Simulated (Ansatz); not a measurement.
Cost and result for the equilibrium volume of ZnS

It takes space group P6_3mc (No. 186, hexagonal). Conventional cell: a = 3.811 Å, b = 3.811 Å, c = 6.234 Å, α = 90.00°, β = 90.00°, γ = 120.00°. Zn (site symmetry 3m) is surrounded by 4 S at 2.31 to 2.40 Å. S (site symmetry 3m) has 4 Zn at 2.31 to 2.40 Å as nearest neighbours.

| rung | level | program and potentials | cutoff (eV) | k mesh | core time | chip | equilibrium volume (Å³/atom) | notes |
| --- | --- | --- | --- | --- | --- | --- | --- | --- |
| GGA + dispersion | BLYP+D3(BJ) | Ansatz, Ansatz PAW | 420 | 8 × 8 × 5 | 28 s | Arm Neoverse V1 | 19.55 | potentials made for PBE, which Ansatz adapts in part |
| GGA | PBE | Ansatz, Ansatz PAW | 420 | 8 × 8 × 5 | 39 s | Intel Xeon Skylake/Cascade Lake | 20.19 | - |
| GGA + dispersion | PBEsol+D4 | Ansatz, Ansatz PAW | 420 | 8 × 8 × 5 | 41 s | Intel Xeon Skylake/Cascade Lake | 18.88 | potentials made for PBE, which Ansatz adapts in part |
| GGA | PBEsol | Ansatz, Ansatz PAW | 420 | 8 × 8 × 5 | 43 s | Intel Xeon Skylake/Cascade Lake | 19.22 | potentials made for PBE, which Ansatz adapts in part |
| LDA | LDA | Ansatz, Ansatz PAW | 420 | 8 × 8 × 5 | 43 s | Intel Xeon Skylake/Cascade Lake | 18.59 | potentials made for PBE, which Ansatz adapts in part |
| GGA + dispersion | revPBE+D3(BJ) | Ansatz, Ansatz PAW | 420 | 8 × 8 × 5 | 43 s | Intel Xeon Skylake/Cascade Lake | 19.18 | potentials made for PBE, which Ansatz adapts in part |
| GGA | revPBE | Ansatz, Ansatz PAW | 420 | 8 × 8 × 5 | 44 s | Intel Xeon Skylake/Cascade Lake | 20.74 | potentials made for PBE, which Ansatz adapts in part |
| GGA + dispersion | PBEsol+D3(BJ) | Ansatz, Ansatz PAW | 420 | 8 × 8 × 5 | 45 s | Intel Xeon Skylake/Cascade Lake | (a) | potentials made for PBE, which Ansatz adapts in part |
| GGA | RPBE | Ansatz, Ansatz PAW | 420 | 8 × 8 × 5 | 45 s | Intel Xeon Skylake/Cascade Lake | 20.96 | potentials made for PBE, which Ansatz adapts in part |
| GGA + dispersion | RPBE+D4 | Ansatz, Ansatz PAW | 420 | 8 × 8 × 5 | 46 s | Intel Xeon Skylake/Cascade Lake | (b) | potentials made for PBE, which Ansatz adapts in part |
| GGA + dispersion | PBE+D4 | Ansatz, Ansatz PAW | 420 | 8 × 8 × 5 | 47 s | Intel Xeon Skylake/Cascade Lake | 19.45 | - |
| GGA | BLYP | Ansatz, Ansatz PAW | 420 | 8 × 8 × 5 | 50 s | Intel Xeon Skylake/Cascade Lake | (c) | potentials made for PBE, which Ansatz adapts in part |
| GGA | BPBE | Ansatz, Ansatz PAW | 420 | 8 × 8 × 5 | 52 s | Intel Xeon Skylake/Cascade Lake | 20.17 | potentials made for PBE, which Ansatz adapts in part |
| hybrid | HSE03 | Ansatz, Ansatz PAW | 420 | 4 × 4 × 3 | 2.1 min | Arm Neoverse V2 | 20.07 | coarse mesh; potentials made for PBE, which Ansatz adapts in part |
| hybrid | HSE06 | Ansatz, Ansatz PAW | 420 | 6 × 6 × 4 | 2.3 min | AMD EPYC 7R13 Zen 3 | 19.99 | potentials made for PBE, which Ansatz adapts in part |
| hybrid | PBE0 | Ansatz, Ansatz PAW | 420 | 4 × 4 × 2 | 2.5 min | Intel Xeon Platinum 8375C Ice Lake | 19.95 | coarse mesh; potentials made for PBE, which Ansatz adapts in part |
| hybrid | r2SCANh | Ansatz, Ansatz PAW | 500 | 4 × 4 × 3 | 3 min | Arm Neoverse V2 | 19.65 | coarse mesh; potentials made for PBE, which Ansatz adapts in part |
| hybrid | r2SCAN50 | Ansatz, Ansatz PAW | 500 | 4 × 4 × 3 | 7.7 min | Arm Neoverse N1 | 19.70 | coarse mesh; potentials made for PBE, which Ansatz adapts in part |

Times are single runs on shared hosts and different chips, so they are rough; meshes, cutoffs and the tasks' sizes weigh on the time. Task: relaxation of cell and atoms. All rows: no spin polarisation. Meshes differ between rows, which moves values too. Meshes are those of the run's cell of 4 atoms unless a note names another. Relaxations start from the cell shown or near it and stop with a little pressure left. Runs on faulty files, with rough fits or with known faults for this quantity aren't shown. No row holds spin-orbit coupling.

Question: Estimate the values left out from the other rows.

Answer: (a) 18.70 Å³/atom; (b) 19.29 Å³/atom; (c) 21.31 Å³/atom.
